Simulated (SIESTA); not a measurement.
CuAu, 2 atoms in the cell. The structure is tetragonal, space group P4/mmm (No. 123). The conventional cell has a = 2.811 Å, b = 2.811 Å, c = 3.685 Å, α = 90.00°, β = 90.00°, γ = 90.00°. Au (site symmetry 4/mmm) is surrounded by 8 Cu at 2.71 Å and 4 Au at 2.81 Å. Cu (site symmetry 4/mmm) has 8 Au at 2.71 Å and 4 Cu at 2.81 Å as nearest neighbours. 

| Property | Result |
| --- | --- |
| Program | SIESTA 5.4.2 |
| Task | single point |
| Functional | revPBE |
| Potentials or basis | PseudoDojo 0.4 standard (PBE files) |
| Basis | DZP (energy shift 0.003 Ry; two zetas on semicore shells) |
| Grid cutoff | 800 Ry |
| Energy shift | 0.003 Ry |
| k mesh | 9 × 9 × 7 |
| Occupations | fermi-dirac, width 0.05 eV |
| Spin | no spin polarisation |

Potentials or basis: PseudoDojo 0.4 standard (PBE files), DZP (energy shift 0.003 Ry; two zetas on semicore shells).

Launch:

```bash
$ python run.py
```

Hardware: 1 thread of Intel(R) Xeon(R) Platinum 8259CL CPU @ 2.50GHz (Skylake/Cascade Lake), on a shared host.

Q: Estimate the wall time of this run.

A: Wall time 64 s on 1 thread of Intel(R) Xeon(R) Platinum 8259CL CPU @ 2.50GHz (Skylake/Cascade Lake), with other jobs on the host, peak memory 0.28 GiB. Counts: scf iterations 12, k points 284, bands 46.
